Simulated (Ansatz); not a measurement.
Input of an Ansatz 0.2.0 run:

File input.yaml:

```yaml
crystal:
  lattice:
    - [2.7058, 0.0, 0.0]
    - [-1.3529, 2.3432915376, 0.0]
    - [0.0, 0.0, 4.2819]
  atoms:
    - { symbol: Ru, position: [0.6666666667, 0.3333333333, 0.75] }
    - { symbol: Ru, position: [0.3333333333, 0.6666666667, 0.25] }
hamiltonian:
  xc: pbesol
  pseudopotentials: { kind: paw_fr }
magnetization:
  noncollinear: true
  spin_orbit: true
kpoints:
  mp_grid: { grid: [8, 8, 5] }
  band_path:
    path:
      - [[0.0, 0.0, 0.0], [0.5, 0.0, 0.0], [0.3333333333, 0.3333333333, 0.0], [0.0, 0.0, 0.0], [0.0, 0.0, 0.5], [0.5, 0.0, 0.5], [0.3333333333, 0.3333333333, 0.5], [0.0, 0.0, 0.5]]
      - [[0.5, 0.0, 0.5], [0.5, 0.0, 0.0]]
      - [[0.3333333333, 0.3333333333, 0.0], [0.3333333333, 0.3333333333, 0.5]]
    npoints: 14
scf:
  occupations: { method: fermi_dirac, width: 0.05 }
  n_extra_bands: 6
output:
  forces: true
  stress: true
  eigenvalues: true
  fatbands: true
```

Potentials or basis: Ansatz PAW.

The run is started by

```console
$ ansatz run input.yaml --threads 2 --pin off --max-ram 5632MiB --backend cpu --events-out ev --progress --plain --runs-dir out
```

Task: Predict the band gap on the k mesh.

Result: None (metal or under the smearing width).

Task: Estimate the pressure.

Result: -6.6 GPa.

Levels at the corners of the path, in eV from the Fermi level:
```tsv
point	band 28	band 29	band 30	band 31	band 32	band 33	band 34	band 35	band 36	band 37
Γ	-2.06	-1.76	-1.76	-1.41	-1.41	-1.27	-1.27	1.13	1.13	1.24
M	-1.81	-1.50	-1.50	1.48	1.48	1.83	1.83	2.02	2.02	4.09
K	-2.79	-1.05	-1.05	0.98	0.98	1.12	1.12	1.48	1.48	7.02
Γ	-2.06	-1.76	-1.76	-1.41	-1.41	-1.27	-1.27	1.13	1.13	1.24
A	-2.77	-2.62	-2.62	-2.62	-2.62	0.55	0.55	0.55	0.55	0.63
L	-1.04	0.45	0.45	0.45	0.45	1.73	1.73	1.73	1.73	3.39
H	-2.67	-1.27	-1.27	-1.05	-1.05	1.24	1.24	1.29	1.29	8.36
A	-2.77	-2.62	-2.62	-2.62	-2.62	0.55	0.55	0.55	0.55	0.63
L	-1.04	0.45	0.45	0.45	0.45	1.73	1.73	1.73	1.73	3.39
M	-1.81	-1.50	-1.50	1.48	1.48	1.83	1.83	2.02	2.02	4.09
K	-2.79	-1.05	-1.05	0.98	0.98	1.12	1.12	1.48	1.48	7.02
H	-2.67	-1.27	-1.27	-1.05	-1.05	1.24	1.24	1.29	1.29	8.36
```

Caveat: the PAW data sets come from PBE, with cores solved anew for the run's functional, which leaves a small shift of forces and pressure.
